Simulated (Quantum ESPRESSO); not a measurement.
# SiC (Moissanite 6H) (P6_3mc) in Quantum ESPRESSO: convergence with density cutoff

Aim: find how far density cutoff must go before the results for SiC (Moissanite 6H) settle, at PBEsol. This setting moves, with any that are tied to it; all else stays.

Everything below comes from runs of Quantum ESPRESSO 7.5. Logs are shortened: lines on timing, memory, paths and dates and some standing lists are left out, and cuts for length are marked.

### Step 1. The structure

Symmetry: P6_3mc, No. 186, hexagonal system. Conventional cell: a = 3.095 Å, b = 3.095 Å, c = 15.170 Å, α = 90.00°, β = 90.00°, γ = 120.00°. Around Si (site symmetry 3m) lie 4 C at 1.90 Å. Around Si (site symmetry 3m) lie 4 C at 1.90 Å. Si (site symmetry 3m) has 4 C at 1.90 Å as nearest neighbours. C (site symmetry 3m) is surrounded by 4 Si at 1.90 Å. Around C (site symmetry 3m) lie 4 Si at 1.90 Å. C (site symmetry 3m) has 4 Si at 1.90 Å as nearest neighbours.

### Step 2. With density cutoff 180 Ry

Input file pw.in:

```
&CONTROL
  calculation = 'scf'
  prefix = 'pwscf'
  outdir = './tmp'
  pseudo_dir = './pseudo'
  tprnfor = .true.
  tstress = .true.
  disk_io = 'nowf'
/
&SYSTEM
  ibrav = 0
  nat = 12
  ntyp = 2
  ecutwfc = 45
  ecutrho = 180
  nbnd = 33
  occupations = 'smearing'
  smearing = 'fd'
  degauss = 0.00367493
/
&ELECTRONS
  conv_thr = 2.4d-09
  electron_maxstep = 120
  mixing_beta = 0.5
/
ATOMIC_SPECIES
Si    28.0850 si_pbesol_v1.uspp.F.UPF
C     12.0110 c_pbesol_v1.2.uspp.F.UPF
CELL_PARAMETERS angstrom
   3.0950000000    0.0000000000    0.0000000000
  -1.5475000000    2.6803486247    0.0000000000
   0.0000000000    0.0000000000   15.1700000000
ATOMIC_POSITIONS crystal
Si     0.6666666667    0.3333333333    0.4583000000
Si     0.3333333333    0.6666666667    0.9583000000
Si     0.6666666667    0.3333333333    0.7917000000
Si     0.3333333333    0.6666666667    0.2917000000
Si     0.0000000000    0.0000000000    0.6250000000
Si     0.0000000000    0.0000000000    0.1250000000
C      0.6666666667    0.3333333333    0.3333000000
C      0.3333333333    0.6666666667    0.8333000000
C      0.6666666667    0.3333333333    0.6667000000
C      0.3333333333    0.6666666667    0.1667000000
C      0.0000000000    0.0000000000    0.5000000000
C      0.0000000000    0.0000000000    0.0000000000
K_POINTS automatic
10 10 2 0 0 0
```

Potentials or basis: GBRV 1.5 PBEsol.

Run with:

```bash
> OMP_NUM_THREADS=1 pw.x -in pw.in > pw.out
```

Run time: 90 s. Hardware: 1 thread of Arm Neoverse V1, shared host; peak memory 0.24 GiB.

What came out:

```
Free energy            : -1720.3451 eV
Pressure               : -3.2 GPa
Largest force          : 0.143 eV/Å
Band gap on the k mesh : 1.92 eV, indirect (least direct gap 3.02 eV)
```

### Step 3. With density cutoff 225 Ry

pw.in: that of step 2 with these lines changed.

```diff
@@ -14,3 +14,3 @@
   ecutwfc = 45
-  ecutrho = 180
+  ecutrho = 225
   nbnd = 33
```

Potentials or basis: GBRV 1.5 PBEsol.

Run with:

```bash
> OMP_NUM_THREADS=1 pw.x -in pw.in > pw.out
```

It took 92 s on 1 thread of Arm Neoverse V1, shared host; peak memory 0.29 GiB.

Results:

- Free energy: -1720.3456 eV
- Pressure: -3.2 GPa
- Largest force: 0.143 eV/Å
- Band gap on the k mesh: 1.92 eV, indirect (least direct gap 3.02 eV)

### Step 4. With density cutoff 270 Ry

pw.in: that of step 3 with these lines changed.

```diff
@@ -14,3 +14,3 @@
   ecutwfc = 45
-  ecutrho = 225
+  ecutrho = 270
   nbnd = 33
```

Run with:

```bash
> OMP_NUM_THREADS=1 pw.x -in pw.in > pw.out
```

Run time: 95 s. Hardware: 1 thread of Arm Neoverse V1, shared host; peak memory 0.32 GiB.

What came out:

- Free energy: -1720.3458 eV
- Pressure: -3.2 GPa
- Largest force: 0.143 eV/Å
- Band gap on the k mesh: 1.92 eV, indirect (least direct gap 3.02 eV)

### Step 5. With density cutoff 315 Ry

pw.in: that of step 4 with these lines changed.

```diff
@@ -14,3 +14,3 @@
   ecutwfc = 45
-  ecutrho = 270
+  ecutrho = 315
   nbnd = 33
```

Run with:

```bash
> OMP_NUM_THREADS=1 pw.x -in pw.in > pw.out
```

It took 97 s on 1 thread of Arm Neoverse V1, shared host; peak memory 0.38 GiB.

What came out:

```yaml
Free_energy: -1720.3461 eV
Pressure: -3.2 GPa
Largest_force: 0.143 eV/Å
Band_gap_on_the_k_mesh: 1.92 eV, indirect (least direct gap 3.02 eV)
```

### Step 6. With density cutoff 360 Ry

pw.in: that of step 5 with these lines changed.

```diff
@@ -14,3 +14,3 @@
   ecutwfc = 45
-  ecutrho = 315
+  ecutrho = 360
   nbnd = 33
```

Potentials or basis: GBRV 1.5 PBEsol.

Run with:

```bash
> OMP_NUM_THREADS=1 pw.x -in pw.in > pw.out
```

Wall time 99 s (1 thread of Arm Neoverse V1, shared host); peak memory 0.44 GiB.

The run converged. Its results:

```yaml
Free_energy: -1720.3457 eV
Pressure: -3.2 GPa
Largest_force: 0.143 eV/Å
Band_gap_on_the_k_mesh: 1.92 eV, indirect (least direct gap 3.02 eV)
```

### Step 7. With density cutoff 450 Ry

pw.in: that of step 6 with these lines changed.

```diff
@@ -14,3 +14,3 @@
   ecutwfc = 45
-  ecutrho = 360
+  ecutrho = 450
   nbnd = 33
```

Run with:

```bash
> OMP_NUM_THREADS=1 pw.x -in pw.in > pw.out
```

Wall time 1.7 min (1 thread of Arm Neoverse V1, shared host); peak memory 0.58 GiB.

It converged, with:

```yaml
Free_energy: -1720.3458 eV
Pressure: -3.2 GPa
Largest_force: 0.143 eV/Å
Band_gap_on_the_k_mesh: 1.92 eV, indirect (least direct gap 3.02 eV)
```

### Step 8. With density cutoff 540 Ry

pw.in: that of step 7 with these lines changed.

```diff
@@ -14,3 +14,3 @@
   ecutwfc = 45
-  ecutrho = 450
+  ecutrho = 540
   nbnd = 33
```

Run with:

```bash
> OMP_NUM_THREADS=1 pw.x -in pw.in > pw.out
```

It took 1.8 min on 1 thread of Arm Neoverse V1, shared host; peak memory 0.7 GiB.

Results (log left out):

```
Free energy            : -1720.3457 eV
Pressure               : -3.2 GPa
Largest force          : 0.143 eV/Å
Band gap on the k mesh : 1.92 eV, indirect (least direct gap 3.02 eV)
```

### Step 9. With density cutoff 720 Ry

pw.in: that of step 8 with these lines changed.

```diff
@@ -14,3 +14,3 @@
   ecutwfc = 45
-  ecutrho = 540
+  ecutrho = 720
   nbnd = 33
```

Potentials or basis: GBRV 1.5 PBEsol.

Run with:

```bash
> OMP_NUM_THREADS=1 pw.x -in pw.in > pw.out
```

pw.out:

```text
This program is part of the open-source Quantum ESPRESSO suite
     for quantum simulation of materials; please cite
         "P. Giannozzi et al., J. Phys.:Condens. Matter 21 395502 (2009);
         "P. Giannozzi et al., J. Phys.:Condens. Matter 29 465901 (2017);
         "P. Giannozzi et al., J. Chem. Phys. 152 154105 (2020);
     in publications or presentations arising from this work. More details at

     Message from routine setup:
     using ibrav=0 with symmetry is DISCOURAGED, use correct ibrav instead

     G-vector sticks info
     --------------------
     sticks:   dense  smooth     PW     G-vecs:    dense   smooth      PW
     Sum        1675     421    121               276551    34599    5707

     Using Slab Decomposition

     bravais-lattice index     =            0
     lattice parameter (alat)  =       5.8487  a.u.
     unit-cell volume          =     849.2472 (a.u.)^3
     number of atoms/cell      =           12
     number of atomic types    =            2
     number of electrons       =        48.00
     number of Kohn-Sham states=           33
     kinetic-energy cutoff     =      45.0000  Ry
     charge density cutoff     =     720.0000  Ry
     scf convergence threshold =      2.4E-09
     mixing beta               =       0.5000
     number of iterations used =            8  plain     mixing
     Exchange-correlation= SLA  PW   PSX  PSC
                           (   1   4  10   8   0   0   0)

     celldm(1)=   5.848702  celldm(2)=   0.000000  celldm(3)=   0.000000
     celldm(4)=   0.000000  celldm(5)=   0.000000  celldm(6)=   0.000000

     crystal axes: (cart. coord. in units of alat)
               a(1) = (   1.000000   0.000000   0.000000 )
               a(2) = (  -0.500000   0.866025   0.000000 )
               a(3) = (   0.000000   0.000000   4.901454 )

     reciprocal axes: (cart. coord. in units 2 pi/alat)
               b(1) = (  1.000000  0.577350 -0.000000 )
               b(2) = (  0.000000  1.154701  0.000000 )
               b(3) = (  0.000000 -0.000000  0.204021 )

     PseudoPot. # 1 for Si read from file:
     si_pbesol_v1.uspp.F.UPF
     Pseudo is Ultrasoft + core correction, Zval =  4.0
     Generated by new atomic code, or converted to UPF format
     Using radial grid of  899 points,  6 beta functions with:
                l(1) =   0
                l(2) =   0
                l(3) =   1
                l(4) =   1
                l(5) =   2
                l(6) =   2
     Q(r) pseudized with  8 coefficients,  rinner =    0.900   0.900   0.900
                                                       0.900   0.900

     PseudoPot. # 2 for C  read from file:
     c_pbesol_v1.2.uspp.F.UPF
     Pseudo is Ultrasoft + core correction, Zval =  4.0
     Generated by new atomic code, or converted to UPF format
     Using radial grid of  721 points,  4 beta functions with:
                l(1) =   0
                l(2) =   0
                l(3) =   1
                l(4) =   1
     Q(r) pseudized with  8 coefficients,  rinner =    1.100   1.100   1.100

     atomic species   valence    mass     pseudopotential
[... 19 lines left out ...]
        12        C      tau(  12) = (   0.0000000   0.0000000   0.0000000  )

     number of k points=    28  Fermi-Dirac smearing, width (Ry)=  0.0037
                       cart. coord. in units 2pi/alat
        k(    1) = (   0.0000000   0.0000000   0.0000000), wk =   0.0100000
        k(    2) = (   0.0000000   0.0000000  -0.1020105), wk =   0.0100000
        k(    3) = (   0.0000000   0.1154701   0.0000000), wk =   0.0600000
        k(    4) = (   0.0000000   0.1154701  -0.1020105), wk =   0.0600000
        k(    5) = (   0.0000000   0.2309401   0.0000000), wk =   0.0600000
        k(    6) = (   0.0000000   0.2309401  -0.1020105), wk =   0.0600000
[... 20 lines left out ...]
        k(   27) = (   0.3000000   0.5196152   0.0000000), wk =   0.0600000
        k(   28) = (   0.3000000   0.5196152  -0.1020105), wk =   0.0600000

     Dense  grid:   276551 G-vectors     FFT dimensions: (  50,  50, 250)

     Smooth grid:    34599 G-vectors     FFT dimensions: (  25,  25, 128)

     Initial potential from superposition of free atoms

     starting charge      47.9959, renormalised to      48.0000
     Starting wfcs are   48 randomized atomic wfcs

     Self-consistent Calculation

     iteration #  1     ecut=    45.00 Ry     beta= 0.50
     Davidson diagonalization with overlap
     ethr =  1.00E-02,  avg # of iterations =  3.2

     total energy              =    -125.84221467 Ry
     estimated scf accuracy    <       2.48950482 Ry
[... 64 lines left out ...]
     iteration # 11     ecut=    45.00 Ry     beta= 0.50
     Davidson diagonalization with overlap
     ethr =  1.90E-11,  avg # of iterations =  2.6

     End of self-consistent calculation

          k = 0.0000 0.0000 0.0000 (  4357 PWs)   bands (ev):

    -6.0889  -5.5742  -5.5302  -4.0467  -4.0151  -2.5244   0.6994   3.0483
     3.0809   6.8533   6.8696   8.1252   8.1252   8.3110   8.3110   8.4238
     8.4238   8.8891   8.8891   8.9803   8.9803   9.2353   9.2813   9.2813
    14.2604  14.4314  14.8376  15.3480  15.3834  15.7453  16.0339  16.0340
    16.4895
[... 67 lines left out ...]
    -3.3987  -3.3987  -2.5222  -2.5222  -1.2761  -1.2761   1.4974   1.4974
     1.9587   1.9587   3.2780   3.2780   4.4230   4.4230   6.2840   6.2840
     6.3597   6.3597   7.0490   7.0490   7.5771   7.5771   8.0823   8.0823
    11.5415  11.5415  12.8107  12.8107  14.0893  14.0893  14.9110  14.9111
    16.0230

          k = 0.0000-0.5774 0.0000 (  4316 PWs)   bands (ev):

    -2.6422  -2.4778  -2.2798  -1.7673  -1.6301  -1.1563   0.8532   1.1616
     1.4444   1.4885   2.3862   2.6283   4.6505   4.8249   6.0444   6.2173
     6.3394   6.4329   6.4744   7.0123   7.4630   7.4975   7.5997   8.1817
    11.1999  11.3773  12.3541  13.0478  13.7336  13.7721  14.6308  14.6846
    15.6759

          k = 0.0000-0.5774-0.1020 (  4316 PWs)   bands (ev):

    -2.5841  -2.5841  -2.0712  -2.0712  -1.3205  -1.3205   0.8758   0.8758
     1.8116   1.8116   2.2133   2.2133   5.0804   5.0804   5.7976   5.7976
     6.1489   6.1489   6.9232   6.9232   7.5546   7.5546   7.9741   7.9741
    11.2356  11.2356  12.5786  12.5786  13.9364  13.9364  14.6550  14.6550
    15.9190
[... 123 lines left out ...]
    -1.9986  -1.9986  -1.5106  -1.5106  -1.1783  -1.1783   1.7621   1.7621
     2.0794   2.0794   2.4653   2.4653   3.5679   3.5679   4.2181   4.2181
     4.6964   4.6964   5.9252   5.9252   6.8516   6.8516   7.0884   7.0884
    12.8512  12.8512  13.4503  13.4503  14.8574  14.8574  16.3274  16.3275
    17.5365

     the Fermi energy is    10.2449 ev

!    total energy              =    -126.44307982 Ry
     estimated scf accuracy    <          1.3E-09 Ry
     smearing contrib. (-TS)   =      -0.00000000 Ry
     internal energy E=F+TS    =    -126.44307982 Ry

     The total energy is F=E-TS. E is the sum of the following terms:
     one-electron contribution =      32.79677033 Ry
     hartree contribution      =      13.88668586 Ry
     xc contribution           =     -48.16580944 Ry
     ewald contribution        =    -124.96072657 Ry

     convergence has been achieved in  11 iterations

     Forces acting on atoms (cartesian axes, Ry/au):

     atom    1 type  1   force =     0.00000000   -0.00000000    0.00212153
     atom    2 type  1   force =     0.00000000   -0.00000000    0.00212153
     atom    3 type  1   force =     0.00000000    0.00000000    0.00095415
     atom    4 type  1   force =    -0.00000000    0.00000000    0.00095415
     atom    5 type  1   force =     0.00000000   -0.00000000    0.00175163
     atom    6 type  1   force =    -0.00000000   -0.00000000    0.00175163
     atom    7 type  2   force =    -0.00000000   -0.00000000   -0.00051332
     atom    8 type  2   force =    -0.00000000    0.00000000   -0.00051332
     atom    9 type  2   force =     0.00000000    0.00000000    0.00126172
     atom   10 type  2   force =    -0.00000000   -0.00000000    0.00126172
     atom   11 type  2   force =    -0.00000000   -0.00000000   -0.00557570
     atom   12 type  2   force =     0.00000000    0.00000000   -0.00557570

     Total force =     0.009102     Total SCF correction =     0.000010

     Computing stress (Cartesian axis) and pressure

          total   stress  (Ry/bohr**3)                   (kbar)     P=      -32.19
  -0.00023637   0.00000000   0.00000000          -34.77        0.00        0.00
   0.00000000  -0.00023637   0.00000000            0.00      -34.77        0.00
   0.00000000   0.00000000  -0.00018376            0.00        0.00      -27.03

=------------------------------------------------------------------------------=
   JOB DONE.
=------------------------------------------------------------------------------=
```

Wall time 2 min (1 thread of Arm Neoverse V1, shared host); peak memory 1 GiB.

Results:

* Free energy: -1720.3457 eV
* Pressure: -3.2 GPa
* Largest force: 0.143 eV/Å
* Band gap on the k mesh: 1.92 eV, indirect (least direct gap 3.02 eV)

### Step 10. Summary

```csv
density cutoff,"energy less the tightest run, at zero smearing (meV/atom)",SCF cycles,CPU time (s),peak memory (GiB)
180 Ry,0.05,11,90,0.24
225 Ry,0.01,11,92,0.29
270 Ry,0.00,11,95,0.32
315 Ry,-0.03,11,97,0.38
360 Ry,0.00,11,99,0.44
450 Ry,0.00,11,100,0.58
540 Ry,0.00,11,110,0.7
720 Ry,0.00,11,120,1
```

Against the tightest run, the energy stays within 1 meV/atom from 180 Ry on. The tightest run that finished is the yardstick and may itself not be fully converged.
